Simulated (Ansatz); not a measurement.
Runs of Ansatz 0.2.0 on CoH. The structure is cubic, space group Fm-3m (No. 225). Conventional cell: a = 3.686 Å, b = 3.686 Å, c = 3.686 Å, α = 90.00°, β = 90.00°, γ = 90.00°. Co (site symmetry m-3m) has 6 H at 1.84 Å as nearest neighbours. H (site symmetry m-3m) has 6 Co at 1.84 Å as nearest neighbours. The cell comes from a database or a generator and needn't be the stable form of this composition.

| level | U | hubbard projectors | double counting | gap on the mesh (eV) | pressure (GPa) | moment (μB) | relaxed volume (Å³/atom) |
| --- | --- | --- | --- | --- | --- | --- | --- |
| r2SCAN+U | Co d U = 2 eV | ortho-atomic (the default) | fll (the default) | none | 0.0 | 1.95 | 7.29 |
| r2SCAN+U | Co d U = 6 eV | ortho-atomic (the default) | fll (the default) | none | 0.0 | 2.00 | 7.79 |
| r2SCAN+U | Co d U = 8 eV | ortho-atomic (the default) | fll (the default) | (a) | 0.0 | 2.00 | 7.99 |
| r2SCAN+U | Co d U = 3 eV | ortho-atomic (the default) | fll (the default) | none | 0.0 | 1.97 | 7.43 |
| r2SCAN | - | - | - | none | 0.0 | 1.43 | (b) |
| r2SCAN+U | Co d U = 4 eV | ortho-atomic (the default) | fll (the default) | none | 0.0 | 1.99 | 7.56 |
| r2SCAN+U | Co d U = 1 eV | ortho-atomic (the default) | fll (the default) | none | 0.0 | 1.89 | 7.09 |
| r2SCAN+U | Co d U = 5 eV | ortho-atomic (the default) | fll (the default) | none | 0.0 | 1.99 | 7.68 |

Alike in all rows: task relaxation of cell and atoms; potentials or basis Ansatz PAW; spin collinear, ferromagnetic start; cell relaxed; k mesh 12 × 12 × 12; cutoff (eV) 500; smearing fermi-dirac 0.05 eV.

Problem. Estimate the missing entries.

Solution. (a) 0.11; (b) 6.26.

Caveats: the magnetic or orbital state may not be the lowest; the plane-wave basis is chosen anew once the cell has moved, so the energies of steps on either side of that aren't comparable; the PAW data sets come from PBE, with cores solved anew for the run's functional, which leaves a small shift of forces and pressure; the U is typed as a test and isn't derived for this compound (some runs); the volume moved by over 15 % at a fixed basis, so the end points are rough (some runs); the electronic state changed during the relaxation (some runs).

A k mesh can miss the band edges.

A gap of «none» marks a metal or a gap under the smearing width.
